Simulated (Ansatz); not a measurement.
# Fe: the cost of one run

Method: DFT PBEsol, scalar-relativistic, plane waves, PAW, in Ansatz 0.2.0.

**1. The starting structure**

The structure is orthorhombic, space group Fmmm (No. 69). Conventional cell: a = 2.997 Å, b = 3.883 Å, c = 3.930 Å, α = 90.00°, β = 90.00°, γ = 90.00°. Fe (site symmetry mmm) has 12 Fe at 2.45 to 2.76 Å as nearest neighbours.

Coordinates:

```
CELL_PARAMETERS angstrom
0.00000 1.94174 1.96511
1.49844 0.00000 1.96511
1.49844 1.94174 0.00000
ATOMIC_POSITIONS crystal
Fe 0.00000 0.00000 0.00000
```

This is candidate A: structure listed in a database for this formula (Fmmm, No. 69).

(A quick probe on a coarse mesh, which set the mesh and smearing, is not shown.)

**3. A loose first relaxation (candidate A)**

input.yaml reads:

```yaml
crystal:
  lattice:
    - [0.0, 1.9417396906, 1.9651051623]
    - [1.4984397099, 0.0, 1.9651051623]
    - [1.4984397099, 1.9417396906, 0.0]
  atoms:
    - { symbol: Fe, position: [0.0, 0.0, 0.0], spin: 2.52 }
basis:
  ecutwfc: 420
kpoints:
  mp_grid: { grid: [8, 8, 8] }
hamiltonian:
  xc: pbesol
scf:
  occupations: { method: gaussian, width: 0.1 }
  lower_state_search: "off"
output:
  forces: true
  stress: true
  eigenvalues: true
  populations: true
magnetization:
  spin_polarized: true
relax:
  adjacent_minimum: "off"
  f_tol: 0.04
  max_steps: 70
  cell: { stress_tol: 0.4 }
```

What time and memory should one allow on 1 thread of an x86-64 CPU, shared host?

About 9.7 s, with a peak of 0.41 GiB.
